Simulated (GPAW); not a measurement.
# C (Fd-3m) in GPAW: single point with PBE

Aim: the single point of C with PBE.

Everything below comes from runs of GPAW 26.7.0. Logs are shortened: lines on timing, memory, paths and dates and some standing lists are left out, and cuts for length are marked. The log counts tension as positive stress, the text compression.

## (1) The structure

Symmetry: Fd-3m, No. 227, cubic system. Conventional cell: a = 3.567 Å, b = 3.567 Å, c = 3.567 Å, α = 90.00°, β = 90.00°, γ = 90.00°. Around C (site symmetry -43m) lie 4 C at 1.54 Å.

This isn't the form of C at room conditions, which is graphite.

## (2) Single point, PBE

run.py

```python
from ase import Atoms
from ase.dft.bandgap import bandgap
from ase.io import write
from ase.units import GPa
from gpaw import GPAW, PW

atoms = Atoms(['C', 'C'],
              cell=[[0.0, 1.78337, 1.78337],
                    [1.78337, 0.0, 1.78337],
                    [1.78337, 1.78337, 0.0]],
              scaled_positions=[[0.75, 0.75, 0.75],
                                [0.5, 0.5, 0.5]],
              pbc=True)

calc = GPAW(mode=PW(650),
            xc='PBE',
            kpts={'size': (10, 10, 10), 'gamma': True},
            occupations={'name': 'fermi-dirac', 'width': 0.05},
            nbands=11,
            maxiter=120,
            txt='gpaw.txt')
atoms.calc = calc
energy = atoms.get_potential_energy()
forces = atoms.get_forces()
stress = atoms.get_stress()
calc.write('gs.gpw')
write('result.traj', atoms)
print(f'Energy: {energy:.6f} eV')
print('Forces (eV/A):')
print(forces.round(4))
print('Stress (GPa):', (stress / GPa).round(3))
print('Fermi level:', round(calc.get_fermi_level(), 4), 'eV')
print(f'Gap: {bandgap(calc)[0]:.4f} eV, direct: {bandgap(calc, direct=True)[0]:.4f} eV')
```

Potentials or basis: GPAW PAW data sets (gpaw-data 1.2.1), pw.

Command:

```bash
$ OMP_NUM_THREADS=1 python run.py
```

gpaw.txt:

```text
__  _  _
 | _ |_)|_||  |
 |__||  | ||/\| - 26.7.0

Input parameters:
  mode=PW(ecut=650.0),
  kpts=MonkhorstPack(size=(10, 10, 10), gamma=True),
  maxiter=120,
  nbands=11,
  occupations=Occupations(name='fermi-dirac', width=0.05),
  xc=XC(name='PBE')

Diagonalizing LCAO Hamiltonian
Converting LCAO to pw mode

          C
       C

Atoms  # Å, Bohr magnetons
|   | symbol |        x |        y |        z |    initial magnetic moments |
|---|--------|----------|----------|----------|-----------------------------|
| 0 |      C | 2.675055 | 2.675055 | 2.675055 | ( 0.0000,  0.0000,  0.0000) |
| 1 |      C | 1.783370 | 1.783370 | 1.783370 | ( 0.0000,  0.0000,  0.0000) |

Unit cell  # Å
| periodic |        x |        y |        z |  lengths |    angles |
|----------|----------|----------|----------|----------|-----------|
|      yes | 0.000000 | 1.783370 | 1.783370 | 2.522066 | 60.000000 |
|      yes | 1.783370 | 0.000000 | 1.783370 | 2.522066 | 60.000000 |
|      yes | 1.783370 | 1.783370 | 0.000000 | 2.522066 | 60.000000 |

Number of symmetries: 24
Symmetry operations  # r_c * U_cc + t_c -> r_c
|    | kind |            matrix            |
|----|------|------------------------------|
|  0 |  E   |  1, 0, 0,  0, 1, 0,  0, 0, 1 |
|  1 |  σ   |  1, 0, 0,  0, 0, 1,  0, 1, 0 |
|  2 |  σ   |  1, 0,-1,  0, 1,-1,  0, 0,-1 |
|  3 |  C3  |  1, 0,-1,  0, 0,-1,  0, 1,-1 |
|  4 |  C3  |  1,-1, 0,  0,-1, 1,  0,-1, 0 |
|  5 |  σ   |  1,-1, 0,  0,-1, 0,  0,-1, 1 |
|  6 |  σ   |  0, 1, 0,  1, 0, 0,  0, 0, 1 |
|  7 |  C3  |  0, 1, 0,  0, 0, 1,  1, 0, 0 |
|  8 |  C2  |  0, 1,-1,  1, 0,-1,  0, 0,-1 |
|  9 |  S4  |  0, 1,-1,  0, 0,-1,  1, 0,-1 |
| 10 |  C3  |  0, 0, 1,  1, 0, 0,  0, 1, 0 |
| 11 |  σ   |  0, 0, 1,  0, 1, 0,  1, 0, 0 |
| 12 |  S4  |  0, 0,-1,  1, 0,-1,  0, 1,-1 |
| 13 |  C3  |  0, 0,-1,  0, 1,-1,  1, 0,-1 |
| 14 |  S4  |  0,-1, 1,  1,-1, 0,  0,-1, 0 |
| 15 |  C2  |  0,-1, 1,  0,-1, 0,  1,-1, 0 |
| 16 |  C3  |  0,-1, 0,  1,-1, 0,  0,-1, 1 |
| 17 |  S4  |  0,-1, 0,  0,-1, 1,  1,-1, 0 |
| 18 |  S4  | -1, 1, 0, -1, 0, 1, -1, 0, 0 |
| 19 |  C3  | -1, 1, 0, -1, 0, 0, -1, 0, 1 |
| 20 |  C3  | -1, 0, 1, -1, 1, 0, -1, 0, 0 |
| 21 |  S4  | -1, 0, 1, -1, 0, 0, -1, 1, 0 |
| 22 |  σ   | -1, 0, 0, -1, 1, 0, -1, 0, 1 |
| 23 |  C2  | -1, 0, 0, -1, 0, 1, -1, 1, 0 |

BZ-sampling:
  Number of BZ points: 1000
  Number of IBZ points: 47

  Monkhorst-Pack size: [10, 10, 10]
  Monkhorst-Pack shift: [0.05, 0.05, 0.05]

K-points  # in reciprocal-cell coordinates
|     |                                coordinates |     weight |
|-----|--------------------------------------------|------------|
|   0 | (  0.00000000,   0.00000000,   0.00000000) | 0.00100000 |
|   1 | (  0.10000000,   0.10000000,   0.00000000) | 0.00600000 |
|   2 | (  0.10000000,   0.10000000,   0.10000000) | 0.00800000 |
|   3 | (  0.20000000,   0.10000000,   0.10000000) | 0.01200000 |
|   4 | (  0.20000000,   0.20000000,   0.00000000) | 0.00600000 |
|   5 | (  0.20000000,   0.20000000,   0.10000000) | 0.02400000 |
|   6 | (  0.20000000,   0.20000000,   0.20000000) | 0.00800000 |
|   7 | (  0.30000000,   0.20000000,   0.10000000) | 0.02400000 |
|   8 | (  0.30000000,   0.20000000,   0.20000000) | 0.02400000 |
|   9 | (  0.30000000,   0.30000000,   0.00000000) | 0.00600000 |
| ... |                                            |            |
|  46 | (  0.50000000,   0.50000000,   0.50000000) | 0.00400000 |

Plane wave coefficients: 444
Cutoff: 650.0 eV

Spin-components: 1 (collinear spins)
Bands:           11
Projectors:      10
Spin-degeneracy: 2
Datatype:        complex128

Parallelization:
  kpt:    1
  domain: 1
  band:   1

Density:
  Valence electrons: 8.0
  Components: 1
  Grid points: [15 15 15]
  Charge: 0.0  # |e|

Potential:
  Grid points: [15 15 15]

species:
  C:
    name:    Carbon
    Z:       6.0
    valence: 4
    core:    2
    charge:  0.0  # [|e|]
    compensation charges:
      type: gauss
      rc: 0.20  # [Å]
      lmax: 2
    cutoffs:
      filter: 1.14  # [Å]
      core: 1.14  # [Å]
    projectors
    | kind |    occ | energy [eV] | rcut [Å] |
    |------|--------|-------------|----------|
    |   2s |  2.000 |     -13.751 |    0.635 |
    |   2p |  2.000 |      -5.284 |    0.635 |
    |    s |        |      13.461 |    0.635 |
    |    p |        |      21.927 |    0.635 |
    |    d |        |       0.000 |    0.635 |

    Using partial waves for C as LCAO basis

Reference energy: -2055.256231  # eV

eigensolver:
  PPCG
  Converge bands: occupied
  niter=2

density mixing:
  MSR1-Mixer
  Pratt-step length: 0.05
  Maximum mixing coefficient: 0.75
  Old densities: 10
  SVD Regularization: 0.005
  Good broyden scale: 1.0
  Trust region scale: 1.0
  Backstep threshold: 4.0
  History deletion threshold: 6.0
  Fourier metric: weight=20.0, sigma=0.015

occupation numbers:
  Fermi-Dirac:
    width: 0.0500  # eV

poisson solver:
  ecut: 5200.0  # eV

xc functional:
  name: PBE with 2 nearest neighbor stencil

convergence criteria:
- Maximum [total energy] change in last 3 cyles: 0.0005 eV / valence electron
- Maximum integral of absolute [dens]ity change: 0.0001 electrons / valence electron
- Maximum integral of absolute [eigenst]ate change: 4e-08 eV^2 / valence electron
maximum number of iterations: 120

SCF iterations
|iter     | |      energy | eigst |  dens |
|---------|-|-------------|-------|-------|
|iter:   1| |  -18.676653 | +0.09 |       |
|iter:   2| |  -18.608108 | -2.75 | -0.80 |
|iter:   3| |  -18.185265 | -1.57 | -0.83 |
|iter:   4| |  -18.181102 | -2.68 | -1.48 |
|iter:   5| |  -18.181666 | -4.67 | -2.22 |
|iter:   6| |  -18.181668c| -6.49 | -3.33 |
|iter:   7| |  -18.181669c| -7.98c| -4.03c|

Converged in 7 steps
Energy contributions relative to reference atoms: (reference = -2055.256231)

Energy contributions:
  Kinetic:          16.626373
  Coulomb:         -15.691119
  Zero:              0.038909
  External:          0.000000
  Xc:              -19.155832
  Entropy:          -0.000000
  Spinorbit:         0.000000
  ----------------------------
  Free energy:     -18.181669
  Extrapolated:    -18.181669

dipole moment: (2.138265, 2.138265, 2.138265)  # |e|*Ang

Fermi level: 13.868
Eigenvalues  # (at kpt = [0.000, 0.000, 0.000])
| band index |      eig [eV] | occ [0-2] |
|------------|---------------|-----------|
|          0 |        -9.413 |     2.000 |
|          1 |        12.065 |     2.000 |
|          2 |        12.065 |     2.000 |
|          3 |        12.065 |     2.000 |
|          4 |        17.664 |     0.000 |
|          5 |        17.664 |     0.000 |
|          6 |        17.664 |     0.000 |
|          7 |        25.405 |     0.000 |
|          8 |        31.375 |     0.000 |
|          9 |        38.765 |     0.000 |
|         10 |        39.275 |     0.000 |

Gap: 4.172 eV
Transition (v -> c):
  (s=0, k=0, n=3, [0.00, 0.00, 0.00]) -> (s=0, k=24, n=4, [0.40, 0.40, 0.00])
Direct/indirect transitions are different
Direct gap: 5.599 eV
Transition at: (s=0, k=0, n=3, [0.00, 0.00, 0.00])

Forces  # eV/Ang
|        x |       y |       z |
|----------|---------|---------|
|  0.00000 | 0.00000 | 0.00000 |  # C    0
| -0.00000 | 0.00000 | 0.00000 |  # C    1

Stress tensor  # eV/Ang^3
|         x |         y |         z |
|-----------|-----------|-----------|
| -0.012052 |  0.000000 |  0.000000 |
|  0.000000 | -0.012052 | -0.000000 |
|  0.000000 | -0.000000 | -0.012052 |

# Writing to gs.gpw (mode='')
```

It took 4.6 s on 1 thread of Intel Xeon at 2.60GHz (Ice Lake), shared host; peak memory 0.13 GiB.

Results:

- Free energy: -18.1817 eV
- Pressure: 1.9 GPa
- Band gap on the k mesh: 4.17 eV, indirect (least direct gap 5.60 eV)

Levels at points of the mesh, in eV from the valence-band top:
| k point | band 1 | band 2 | band 3 | band 4 | band 5 | band 6 | band 7 |
| --- | --- | --- | --- | --- | --- | --- | --- |
| (0.00, 0.00, 0.00) | -21.48 | 0.00 | 0.00 | 0.00 | 5.60 | 5.60 | 5.60 |
| (0.50, 0.50, 0.00) | -12.77 | -12.77 | -6.30 | -6.30 | 4.76 | 4.76 | 16.82 |
| (0.50, 0.50, 0.50) | -15.70 | -13.38 | -2.80 | -2.80 | 8.47 | 8.47 | 8.85 |

Caveat: the cutoff is short for stress and forces, so pressures can be off by a GPa or more.
